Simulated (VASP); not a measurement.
# CuO: kinetic-energy density

CuO, C2/c (no. 15), 4 atoms in the cell. PBE; PAW potentials Cu, O (PBE set).

## Input

INCAR:
```
PREC     = Accurate       # precision mode
ENCUT    = 520            # plane-wave cutoff, eV
EDIFF    = 1E-7           # SCF threshold, eV
ISMEAR   = 0              # smearing method
SIGMA    = 0.02           # smearing width, eV
LREAL    = F              # projectors in reciprocal space
LASPH    = T              # aspherical terms in the spheres
ALGO     = Normal         # electronic algorithm
NELM     = 100            # most SCF steps
ISIF     = 2              # what is computed and relaxed
LWAVE    = F              # write WAVECAR
LCHARG   = T              # write CHGCAR
LTAU     = T             
```

KPOINTS:
```
k-points
0
Gamma
  8 8 5
```

POSCAR:
```
CuO
1.0
    2.3418500000     -1.7113000000      0.0000000000
    2.3418500000      1.7113000000      0.0000000000
   -0.8500274268      0.0000000000      5.0578693947
Cu O
2 2
Direct
    0.5000000000      0.0000000000      0.5000000000
    0.0000000000      0.5000000000      0.0000000000
    0.4184000000      0.5816000000      0.7500000000
    0.5816000000      0.4184000000      0.2500000000
```

Commands:
```
cat potpaw_PBE.64/Cu/POTCAR potpaw_PBE.64/O/POTCAR > POTCAR
mpirun -np 1 vasp_std > vasp.out
```

## Result

- Kinetic energy of the pseudo orbitals (eV): 658.25

VASP 6.6.1 took 42 s on 1 core (Intel Xeon Platinum 8488C (Sapphire Rapids)), a shared host.
